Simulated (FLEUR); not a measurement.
# SnTe (Fm-3m) in FLEUR: a series of runs

One crystal, SnTe, is run at these levels: PBE; tasks: equation of state.

Everything below comes from runs of FLEUR MaX-R8.1 (patched build s14). Logs are shortened: lines on timing, memory, paths and dates and some standing lists are left out, and cuts for length are marked.

## 1. Starting point

Symmetry: Fm-3m, No. 225, cubic system. Conventional cell: a = 6.302 Å, b = 6.302 Å, c = 6.302 Å, α = 90.00°, β = 90.00°, γ = 90.00°. Around Te (site symmetry m-3m) lie 6 Sn at 3.15 Å. Around Sn (site symmetry m-3m) lie 6 Te at 3.15 Å.

## 2. Equation of state, PBE, 29.40 Å³/atom (volume scaled by 0.94)

The input, inp.xml:

```xml
<?xml version="1.0" encoding="UTF-8" standalone="no"?>
<fleurInput fleurInputVersion="0.39">
   <comment>
      SnTe                                                                                                
   </comment>
   <calculationSetup>
      <cutoffs Kmax="3.8" Gmax="11.8" GmaxXC="11.8" numbands="0"/>
      <scfLoop itmax="60" minDistance="0.00001" maxIterBroyd="15" imix="Anderson" alpha="0.05" precondParam="0.0" spinf="2.0"/>
      <coreElectrons ctail="T" frcor="F" kcrel="0" coretail_lmax="0"/>
      <xcFunctional name="pbe" relativisticCorrections="F"/>
      <magnetism jspins="1"/>
      <soc l_soc="F" theta="0.0" phi="0.0" spav="F"/>
      <expertModes spex="0" secvar="F"/>
      <geometryOptimization l_f="F" forcealpha="1.0" forcemix="BFGS" epsdisp="0.0005" epsforce="0.0002"/>
      <ldaU l_linMix="F" mixParam="0.05" spinf="1.0"/>
   </calculationSetup>
   <cell>
      <bzIntegration valenceElectrons="44.0" mode="hist" fermiSmearingEnergy="0.00183747">
         <kPointListSelection listName="default-1"/>
         <!-- k-points included here -->
         <xi:include xmlns:xi="http://www.w3.org/2001/XInclude" href="kpts.xml"> </xi:include>
      </bzIntegration>
      <!-- symmetry operations included here -->
      <xi:include xmlns:xi="http://www.w3.org/2001/XInclude" href="sym.xml"> </xi:include>
      <bulkLattice scale="0.9795861087">
         <bravaisMatrix>
            <row-1>    0.0000000000000000     5.9542435596959100     5.9542435596959100</row-1>
            <row-2>    5.9542435596959100     0.0000000000000000     5.9542435596959100</row-2>
            <row-3>    5.9542435596959100     5.9542435596959100     0.0000000000000000</row-3>
         </bravaisMatrix>
      </bulkLattice>
   </cell>
   <atomSpecies>
      <species name="Tellurium (Te)" element="Te" atomicNumber="52">
         <mtSphere radius="2.66" gridPoints="879" logIncrement="0.015"/>
         <atomicCutoffs lmax="11" lnonsphr="8"/>
         <electronConfig flipSpins="F">
            <coreConfig>(1s1/2) (2s1/2) (2p1/2) (2p3/2) (3s1/2) (3p1/2) (3p3/2) (4s1/2) (3d3/2) (3d5/2)</coreConfig>
            <valenceConfig>(4p1/2) (4p3/2) (5s1/2) (4d3/2) (4d5/2) (5p1/2) (5p3/2)</valenceConfig>
            <stateOccupation state="(5p1/2)" spinUp="0.666667" spinDown="0.666667"/>
            <stateOccupation state="(5p3/2)" spinUp="1.333333" spinDown="1.333333"/>
         </electronConfig>
         <energyParameters s="5" p="5" d="5" f="4"/>
         <lo type="SCLO" l="1" n="4" eDeriv="0"/>
         <lo type="SCLO" l="1" n="4" eDeriv="1"/>
         <lo type="SCLO" l="2" n="4" eDeriv="0"/>
         <lo type="SCLO" l="2" n="4" eDeriv="1"/>
         <lo type="SCLO" l="0" n="5" eDeriv="2"/>
         <lo type="SCLO" l="3" n="4" eDeriv="2"/>
      </species>
      <species name="Tin (Sn)" element="Sn" atomicNumber="50">
         <mtSphere radius="2.66" gridPoints="879" logIncrement="0.015"/>
         <atomicCutoffs lmax="11" lnonsphr="8"/>
         <electronConfig flipSpins="F">
            <coreConfig>(1s1/2) (2s1/2) (2p1/2) (2p3/2) (3s1/2) (3p1/2) (3p3/2) (3d3/2) (3d5/2)</coreConfig>
            <valenceConfig>(4s1/2) (4p1/2) (4p3/2) (5s1/2) (4d3/2) (4d5/2) (5p1/2) (5p3/2)</valenceConfig>
            <stateOccupation state="(5p1/2)" spinUp="0.333333" spinDown="0.333333"/>
            <stateOccupation state="(5p3/2)" spinUp="0.666667" spinDown="0.666667"/>
         </electronConfig>
         <energyParameters s="5" p="5" d="4" f="4"/>
         <lo type="SCLO" l="0" n="4" eDeriv="0"/>
         <lo type="SCLO" l="1" n="4" eDeriv="0"/>
         <lo type="SCLO" l="1" n="4" eDeriv="1"/>
         <lo type="SCLO" l="2" n="4" eDeriv="2"/>
         <lo type="SCLO" l="3" n="4" eDeriv="2"/>
      </species>
   </atomSpecies>
   <atomGroups>
      <atomGroup species="Tellurium (Te)">
         <relPos label="                   1">1.000/2.000 1.000/2.000 1.000/2.000</relPos>
         <force calculate="T" relaxXYZ="TTT"/>
      </atomGroup>
      <atomGroup species="Tin (Sn)">
         <relPos label="                   2">.0000000000 .0000000000 .0000000000</relPos>
         <force calculate="T" relaxXYZ="TTT"/>
      </atomGroup>
   </atomGroups>
   <output dos="F" band="F" slice="F">
      <checks vchk="F" cdinf="F"/>
      <bandDOS minEnergy="-.5*Htr" maxEnergy="0.5*Htr" sigma="0.015" storeEVData="T"/>
      <vacuumDOS vacdos="F" integ="F" star="F" nstars="0" locx1="0.0" locy1="0.0" locx2="0.0" locy2="0.0" nstm="0" tworkf="0.0"/>
      <unfoldingBand unfoldBand="F" supercellX="1" supercellY="1" supercellZ="1"/>
      <plotting iplot="0" polar="F">
         <plot TwoD="T" vec1="  1.0  0.0  0.0" vec2="  0.0  1.0  0.0" vec3="  0.0  0.0  1.0" zero="  0.0  0.0  0.0" file="plot"/>
      </plotting>
      <chargeDensitySlicing numkpt="0" minEigenval="0.0" maxEigenval="0.0" nnne="0" pallst="F"/>
      <specialOutput eonly="F"/>
      <magneticCircularDichroism mcd="F" energyLo="-10.0" energyUp="0.0"/>
   </output>
  <!-- We include the file relax.xml here to enable relaxations (see documentation) -->
  <xi:include xmlns:xi="http://www.w3.org/2001/XInclude" href="relax.xml"> <xi:fallback/> </xi:include>
</fleurInput>
```

Potentials or basis: all-electron, FLAPW.

The run is started by

```sh
$ inpgen -f crystal.txt -profile fastHighL
$ # inp.xml edited to the form shown
$ fleur
```

The program printed:

```text
Welcome to FLEUR        (www.flapw.de)
      MaX-Release 8.1          (www.max-centre.eu)

 ========== k-point set info ==========
 Selected k-point list: default-1
 k-point list type: mesh
 7 x 7 x 7
 Number of k points: 20

 ------------Calculation Setup---------------------------
 Number of OMP-threads    :            1
 Number of basis functions:          462
 Approximate size of matrices (H+S) per k-point:         0.003 GB
 --------------------------------------------------------
 Iteration:     1   Distance:       4.68385094 me/bohr^3
 Iteration:     2   Distance:       4.39329361 me/bohr^3
 Iteration:     3   Distance:       1.65217211 me/bohr^3
 Iteration:     4   Distance:       0.55767581 me/bohr^3
 Iteration:     5   Distance:       0.47885153 me/bohr^3
 Iteration:     6   Distance:       0.05330645 me/bohr^3
 Iteration:     7   Distance:       0.03378263 me/bohr^3
 Iteration:     8   Distance:       0.00786595 me/bohr^3
 Iteration:     9   Distance:       0.00308969 me/bohr^3
 Iteration:    10   Distance:       0.00175875 me/bohr^3
 Iteration:    11   Distance:       0.00025990 me/bohr^3
 Iteration:    12   Distance:       0.00002294 me/bohr^3
 Iteration:    13   Distance:       0.00002126 me/bohr^3
 Iteration:    14   Distance:       0.00000552 me/bohr^3

 ********************************************************************
 Run finished successfully
 Stop message:
   all done
 ********************************************************************
```

out.xml (last iteration):

```text
<iteration numberForCurrentRun="   14" overallNumber="   14">
         <energyParameters units="Htr">
            <atomicEP atomType="1" spin="1" branch="5s" branchLowest="-5.60" branchHighest="0.32" value="-0.1582889257"/>
            <atomicEP atomType="1" spin="1" branch="5p" branchLowest="-3.76" branchHighest="0.94" value="0.1381229043"/>
            <atomicEP atomType="1" spin="1" branch="5d" branchLowest="-1.08" branchHighest="2.04" value="0.3835903883"/>
            <atomicEP atomType="1" spin="1" branch="4f" branchLowest="-9.99" branchHighest="1.55" value="0.5416347198"/>
            <loAtomicEP atomType="1" spin="1" branch="4p" branchLowest="-29.07" branchHighest="-3.76" value="-3.7610582996"/>
            <loAtomicEP atomType="1" spin="1" branch="4p" branchLowest="-29.07" branchHighest="-3.76" value="-3.7610582996"/>
            <loAtomicEP atomType="1" spin="1" branch="4d" branchLowest="-20.12" branchHighest="-1.08" value="-1.0914188289"/>
            <loAtomicEP atomType="1" spin="1" branch="4d" branchLowest="-20.12" branchHighest="-1.08" value="-1.0914188289"/>
            <loAtomicEP atomType="1" spin="1" branch="5s" branchLowest="-5.60" branchHighest="0.32" value="-0.1582889257"/>
            <loAtomicEP atomType="1" spin="1" branch="4f" branchLowest="-9.99" branchHighest="1.55" value="0.5416297786"/>
            <atomicEP atomType="2" spin="1" branch="5s" branchLowest="-4.50" branchHighest="0.65" value="-0.0124987913"/>
            <atomicEP atomType="2" spin="1" branch="5p" branchLowest="-2.87" branchHighest="1.26" value="0.2089420490"/>
            <atomicEP atomType="2" spin="1" branch="4d" branchLowest="-16.96" branchHighest="-0.50" value="-0.5129745007"/>
            <atomicEP atomType="2" spin="1" branch="4f" branchLowest="-9.99" branchHighest="1.79" value="0.5639715162"/>
            <loAtomicEP atomType="2" spin="1" branch="4s" branchLowest="-30.61" branchHighest="-4.50" value="-4.4959423805"/>
            <loAtomicEP atomType="2" spin="1" branch="4p" branchLowest="-25.23" branchHighest="-2.87" value="-2.8712930805"/>
            <loAtomicEP atomType="2" spin="1" branch="4p" branchLowest="-25.23" branchHighest="-2.87" value="-2.8712930805"/>
            <loAtomicEP atomType="2" spin="1" branch="4d" branchLowest="-16.96" branchHighest="-0.50" value="-0.5282214097"/>
            <loAtomicEP atomType="2" spin="1" branch="4f" branchLowest="-9.99" branchHighest="1.79" value="0.5639685695"/>
         </energyParameters>
         <eigenvalues>
            <eigenvaluesAt spin="1" ikpt="1" k_x="0.00000000" k_y="0.00000000" k_z="0.00000000">
                      -4.4959413477       -3.7609133804       -3.7609133804       -3.7609133804       -2.8707964108
                      -2.8707964108       -2.8707964108       -1.0910896544       -1.0910896544       -1.0908950186
                      -1.0908950186       -1.0908950186       -0.5280293646       -0.5280293646       -0.5277184979
                      -0.5277184979       -0.5277184979       -0.2097379592        0.1161512077        0.1933900441
                       0.1933900441        0.1933900441        0.4066543663        0.4066543663        0.4066543663
                       0.4501547505        0.4501547505        0.4501547505        0.5226072405        0.5351118920
                       0.5351118920        0.5867660354        0.9564379538        0.9564379538
            </eigenvaluesAt>
            <eigenvaluesAt spin="1" ikpt="2" k_x="0.00000000" k_y="0.00000000" k_z="0.14285714">
                      -4.4959413607       -3.7609135545       -3.7609134773       -3.7609134773       -2.8707968809
[... 22 lines left out ...]
                       0.5424313449        0.5784901903        0.5784901903        0.6421645925        0.6695506121
                       0.6695506121        0.7903585093        0.7903585093        0.8216069014
            </eigenvaluesAt>
         </eigenvalues>
         <bandgap value="0.5941649173" units="eV"/>
         <sumValenceSingleParticleEnergies value="-64.2672324043" units="Htr"/>
         <FermiEnergy value="0.2814176049" units="Htr"/>
         <valenceDensity>
            <mtCharges spin="1">
               <mtCharge atomType="1" total="20.1761666" s="1.5841071" p="8.5269657" d="10.0511754" f="0.0119213"/>
               <mtCharge atomType="2" total="20.1769228" s="3.3579822" p="6.8002718" d="9.9978539" f="0.0175710"/>
            </mtCharges>
            <spinDependentCharge spin="1" total="44.0000000" interstitial="3.6469106" mtSpheres="40.3530894"/>
            <totalCharge value="44.0000000000"/>
         </valenceDensity>
         <coreStates atomType="     1" atomicNumber=" 52" spin="1" kinEnergy="   6890.6651260141" eigValSum="  -4092.7568224848" lostElectrons=" 0.000011">
            <state n="1" l="0" j="0.5" energy="-1161.1188481092" weight="1.0000000000"/>
            <state n="2" l="0" j="0.5" energy="-177.6348625503" weight="1.0000000000"/>
            <state n="2" l="1" j="0.5" energy="-166.3986299516" weight="1.0000000000"/>
            <state n="2" l="1" j="1.5" energy="-156.3106881707" weight="2.0000000000"/>
            <state n="3" l="0" j="0.5" energy="-35.0021388802" weight="1.0000000000"/>
            <state n="3" l="1" j="0.5" energy="-30.3833755017" weight="1.0000000000"/>
            <state n="3" l="1" j="1.5" energy="-28.5030537995" weight="2.0000000000"/>
            <state n="4" l="0" j="0.5" energy="-5.5974712758" weight="1.0000000000"/>
            <state n="3" l="2" j="1.5" energy="-20.3590374219" weight="2.0000000000"/>
            <state n="3" l="2" j="2.5" energy="-19.9658420632" weight="3.0000000000"/>
         </coreStates>
         <coreStates atomType="     2" atomicNumber=" 50" spin="1" kinEnergy="   6224.1563021093" eigValSum="  -3698.4296802631" lostElectrons=" 0.000000">
            <state n="1" l="0" j="0.5" energy="-1065.1500788336" weight="1.0000000000"/>
            <state n="2" l="0" j="0.5" energy="-160.3974038608" weight="1.0000000000"/>
            <state n="2" l="1" j="0.5" energy="-149.7934732980" weight="1.0000000000"/>
            <state n="2" l="1" j="1.5" energy="-141.3172489597" weight="2.0000000000"/>
            <state n="3" l="0" j="0.5" energy="-30.6143848446" weight="1.0000000000"/>
            <state n="3" l="1" j="0.5" energy="-26.3077482420" weight="1.0000000000"/>
            <state n="3" l="1" j="1.5" energy="-24.7598773223" weight="2.0000000000"/>
            <state n="3" l="2" j="1.5" energy="-17.1512040098" weight="2.0000000000"/>
            <state n="3" l="2" j="2.5" energy="-16.8316968230" weight="3.0000000000"/>
         </coreStates>
         <allElectronCharges>
            <spinDependentCharge spin="1" total="102.0000000" interstitial="3.6469215" mtSpheres="98.3530785"/>
            <totalCharge value="101.9999999968"/>
         </allElectronCharges>
         <totalEnergy                                    value="   -12975.9452186580" units="Htr">
            <sumOfEigenvalues                            value="    -7855.4537351522">
               <coreElectrons value="-7791.1865027479"/>
               <valenceElectrons value="-64.2672324043"/>
            </sumOfEigenvalues>
            <densityCoulombPotentialIntegral value="-21101.9601961930"/>
            <densityEffectivePotentialIntegral value="-21547.7544606083"/>
            <chargeDenXCDenIntegral value="-341.5578079352"/>
            <FockExchangeEnergyValence value="0.0000000000"/>
            <FockExchangeEnergyCore value="0.0000000000"/>
            <atomTypeDependentContributions atomType="1">
               <electronNucleiInteractionDifferentMTs value="8242.0692696328"/>
               <MadelungTerm value="-24.0676604211"/>
            </atomTypeDependentContributions>
            <atomTypeDependentContributions atomType="2">
               <electronNucleiInteractionDifferentMTs value="7486.8147527120"/>
               <MadelungTerm value="-22.7563553165"/>
            </atomTypeDependentContributions>
            <tkbTimesEntropy value="0.0000051037"/>
            <freeEnergy value="-12975.9452237617"/>
            <extrapolationTo0K value="-12975.9452212099"/>
         </totalEnergy>
         <densityConvergence units="me/bohr^3">
            <chargeDensity spin="1" distance="0.0000055160"/>
         </densityConvergence>
      </iteration>
```

It took 20 s on 1 thread of INTEL XEON PLATINUM 8581C at 2.30GHz (Emerald Rapids), shared host; peak memory 0.06 GiB.

Results:

| Item | Value |
| --- | --- |
| Free energy | -353093.4574 eV |
| Valence electrons inside the program's atomic spheres | Te 20.18; Sn 20.18 (radii Te 2.66, Sn 2.66 bohr) |

Caveat: this odd mesh misses L, where the gap lies, so gap, dielectric constants and Born charges aren't listed.

## 3. Equation of state, PBE, 30.03 Å³/atom (volume scaled by 0.96)

Edit inp.xml of step 2 so:

```diff
@@ -24,3 +24,3 @@
       <xi:include xmlns:xi="http://www.w3.org/2001/XInclude" href="sym.xml"> </xi:include>
-      <bulkLattice scale="0.9795861087">
+      <bulkLattice scale="0.9864848297">
          <bravaisMatrix>
```

Potentials or basis: all-electron, FLAPW.

The run is started by

```sh
$ inpgen -f crystal.txt -profile fastHighL
$ # inp.xml edited to the form shown
$ fleur
```

Wall time 20 s (1 thread of INTEL XEON PLATINUM 8581C at 2.30GHz (Emerald Rapids), shared host); peak memory 0.06 GiB.

It converged, with:

```yaml
Free_energy: -353093.4971 eV
Valence_electrons_inside_the_program's_atomic_spheres: Te 20.16; Sn 20.15 (radii Te 2.66, Sn 2.66 bohr)
```

Caveat: this odd mesh misses L, where the gap lies, so gap, dielectric constants and Born charges aren't listed.

## 4. Equation of state, PBE, 30.66 Å³/atom (volume scaled by 0.98)

Edit inp.xml of step 3 so:

```diff
@@ -24,3 +24,3 @@
       <xi:include xmlns:xi="http://www.w3.org/2001/XInclude" href="sym.xml"> </xi:include>
-      <bulkLattice scale="0.9864848297">
+      <bulkLattice scale="0.9932883884">
          <bravaisMatrix>
```

The run is started by

```sh
$ inpgen -f crystal.txt -profile fastHighL
$ # inp.xml edited to the form shown
$ fleur
```

It took 20 s on 1 thread of INTEL XEON PLATINUM 8581C at 2.30GHz (Emerald Rapids), shared host; peak memory 0.06 GiB.

Results (log left out):

| Item | Value |
| --- | --- |
| Free energy | -353093.5275 eV |
| Valence electrons inside the program's atomic spheres | Te 20.15; Sn 20.13 (radii Te 2.66, Sn 2.66 bohr) |

Caveat: this odd mesh misses L, where the gap lies, so gap, dielectric constants and Born charges aren't listed.

## 5. Equation of state, PBE, 31.28 Å³/atom

Edit inp.xml of step 4 so:

```diff
@@ -24,3 +24,3 @@
       <xi:include xmlns:xi="http://www.w3.org/2001/XInclude" href="sym.xml"> </xi:include>
-      <bulkLattice scale="0.9932883884">
+      <bulkLattice scale="1.0000000000">
          <bravaisMatrix>
```

The run is started by

```sh
$ inpgen -f crystal.txt -profile fastHighL
$ # inp.xml edited to the form shown
$ fleur
```

Run time: 21 s. Hardware: 1 thread of INTEL XEON PLATINUM 8581C at 2.30GHz (Emerald Rapids), shared host; peak memory 0.06 GiB.

The run converged. Its results:

* Free energy: -353093.5490 eV
* Valence electrons inside the program's atomic spheres: Te 20.14; Sn 20.12 (radii Te 2.66, Sn 2.66 bohr)

Caveat: this odd mesh misses L, where the gap lies, so gap, dielectric constants and Born charges aren't listed.

## 6. Equation of state, PBE, 31.91 Å³/atom (volume scaled by 1.02)

Edit inp.xml of step 5 so:

```diff
@@ -24,3 +24,3 @@
       <xi:include xmlns:xi="http://www.w3.org/2001/XInclude" href="sym.xml"> </xi:include>
-      <bulkLattice scale="1.0000000000">
+      <bulkLattice scale="1.0066227096">
          <bravaisMatrix>
```

Potentials or basis: all-electron, FLAPW.

The run is started by

```sh
$ inpgen -f crystal.txt -profile fastHighL
$ # inp.xml edited to the form shown
$ fleur
```

It took 21 s on 1 thread of INTEL XEON PLATINUM 8581C at 2.30GHz (Emerald Rapids), shared host; peak memory 0.06 GiB.

Results (log left out):

| Property | Result |
| --- | --- |
| Free energy | -353093.5626 eV |
| Valence electrons inside the program's atomic spheres | Te 20.13; Sn 20.10 (radii Te 2.66, Sn 2.66 bohr) |

Caveat: this odd mesh misses L, where the gap lies, so gap, dielectric constants and Born charges aren't listed.

## 7. Equation of state, PBE, 32.53 Å³/atom (volume scaled by 1.04)

Edit inp.xml of step 6 so:

```diff
@@ -24,3 +24,3 @@
       <xi:include xmlns:xi="http://www.w3.org/2001/XInclude" href="sym.xml"> </xi:include>
-      <bulkLattice scale="1.0066227096">
+      <bulkLattice scale="1.0131594038">
          <bravaisMatrix>
```

The run is started by

```sh
$ inpgen -f crystal.txt -profile fastHighL
$ # inp.xml edited to the form shown
$ fleur
```

Wall time 22 s (1 thread of INTEL XEON PLATINUM 8581C at 2.30GHz (Emerald Rapids), shared host); peak memory 0.06 GiB.

The run converged. Its results:

```yaml
Free_energy: -353093.5695 eV
Valence_electrons_inside_the_program's_atomic_spheres: Te 20.11; Sn 20.08 (radii Te 2.66, Sn 2.66 bohr)
```

Caveat: this odd mesh misses L, where the gap lies, so gap, dielectric constants and Born charges aren't listed.

## 8. Equation of state, PBE, 33.16 Å³/atom (volume scaled by 1.06)

Edit inp.xml of step 7 so:

```diff
@@ -24,3 +24,3 @@
       <xi:include xmlns:xi="http://www.w3.org/2001/XInclude" href="sym.xml"> </xi:include>
-      <bulkLattice scale="1.0131594038">
+      <bulkLattice scale="1.0196128224">
          <bravaisMatrix>
```

The run is started by

```sh
$ inpgen -f crystal.txt -profile fastHighL
$ # inp.xml edited to the form shown
$ fleur
```

Run time: 23 s. Hardware: 1 thread of INTEL XEON PLATINUM 8581C at 2.30GHz (Emerald Rapids), shared host; peak memory 0.06 GiB.

Results (log left out):

```
Free energy                                           : -353093.5697 eV
Valence electrons inside the program's atomic spheres : Te 20.10; Sn 20.06 (radii Te 2.66, Sn 2.66 bohr)
```

Caveat: this odd mesh misses L, where the gap lies, so gap, dielectric constants and Born charges aren't listed.

## 9. Equation of state, PBE

Potentials or basis: all-electron, FLAPW.

This step only gathers the single runs of the series.

What came out:

* Equilibrium volume: 32.87 Å³/atom
* Bulk modulus: 41 GPa
* Pressure derivative of the bulk modulus: 4.2 (rough: it moves with the points fitted)

Energy against volume, from the lowest point:
| volume (Å³/atom) | energy (meV/atom) |
| --- | --- |
| 29.404 | 56.16 |
| 30.030 | 36.32 |
| 30.656 | 21.12 |
| 31.281 | 10.35 |
| 31.907 | 3.55 |
| 32.532 | 0.12 |
| 33.158 | 0.00 |

Caveat: this odd mesh misses L, where the gap lies, so gap, dielectric constants and Born charges aren't listed.
